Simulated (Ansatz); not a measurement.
Method: DFT PBE, scalar-relativistic, plane waves, PAW in Ansatz. All cells share a 420 eV cutoff and Γ-centred k meshes spaced at most about 0.3 Å⁻¹ (about 0.25 or finer for metals, 2π included). No spin polarisation.

All energies are static (0 K, no zero-point motion).

Compare these two cells of BaH, each relaxed at this level.

1.

```yaml
crystal:
  lattice:
    - [3.56925, 0.00000, 0.00000]
    - [0.00000, 3.56925, 0.00000]
    - [0.00000, 0.00000, 3.56925]
  atoms:
    - { symbol: Ba, position: [0.00000, 0.00000, 0.00000] }
    - { symbol: H, position: [0.50000, 0.50000, 0.50000] }
```

2.

```yaml
crystal:
  lattice:
    - [0.00000, 3.06977, 3.06977]
    - [3.06977, 0.00000, 3.06977]
    - [3.06977, 3.06977, 0.00000]
  atoms:
    - { symbol: Ba, position: [0.00000, 0.00000, 0.00000] }
    - { symbol: H, position: [0.75000, 0.75000, 0.75000] }
```

Question: Which would you expect to be lower, and how large is the difference?

Answer: Cell 2 is lower, by 0.32 eV/atom. Cell 1 has the caesium chloride type, space group Pm-3m (No. 221), 22.7 Å³/atom and no gap on its mesh; cell 2 has the zinc blende type, space group F-43m (No. 216), 28.9 Å³/atom and no gap. Counting H atoms around Ba (those within 1.25 times the shortest such distance or 1.15 times the sum of covalent radii), cell 1 has Ba 8 and cell 2 has Ba 4. The lower one is the more open, so pressure narrows the difference. In cell 1, Ba has 8 H at 3.09 Å and 6 Ba at 3.57 Å; H is surrounded by 8 Ba at 3.09 Å and 6 H at 3.57 Å. In cell 2, Ba has 4 H at 2.66 Å; around H lie 4 Ba at 2.66 Å. Both come from invented guesses. The lowest form computed isn't among them: it has the rock salt type, space group Fm-3m (No. 225), 24.5 Å³/atom and lies 17 meV/atom below the best shown.

With hydrogen, zero-point motion can shift such differences by 10 meV/atom or more. Cells relaxed within their symmetry can be saddle points. Some types were kept out of the candidates beforehand, so the set may lack a known form.
